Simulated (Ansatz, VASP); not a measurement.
**One calculation of SrCl2, two programs**

```
Sr Cl
1.0
     0.00000    3.48835    3.48835
     3.48835    0.00000    3.48835
     3.48835    3.48835    0.00000
Sr Cl
1 2
Direct
  0.00000 0.00000 0.00000
  0.75000 0.75000 0.75000
  0.25000 0.25000 0.25000
```

Alike in both runs: functional PBEsol; k mesh 7 × 7 × 7; occupations fermi-dirac, width 0.05 eV; no spin polarisation.

|  | VASP | Ansatz |
| --- | --- | --- |
| version | VASP 6.6.1 | Ansatz 0.2.0 |
| potentials or method | VASP PAW PBE potentials, release 64 (Sr_sv, Cl), cutoff 520 eV | all-electron LAPW, scalar-relativistic |
| task | single point | band structure |

Ansatz gave:

```
gap on the k mesh at the Fermi level (eV) : 5.18
least direct gap on the mesh (eV)         : 5.48
pressure (GPa)                            : -1.1
```

**Question.** What did VASP give for the same quantities?

**Answer.** gap on the k mesh at the Fermi level (eV): 5.17; least direct gap on the mesh (eV): 5.48; pressure (GPa): -0.9.

Ansatz ran all-electron here, so the differences hold the error of VASP's frozen core and of both bases.

Caveats: the PAW data sets were made with another functional, which shifts forces and pressure a little (VASP); an odd mesh through Γ misses points on the zone boundary, where band edges often lie (VASP).
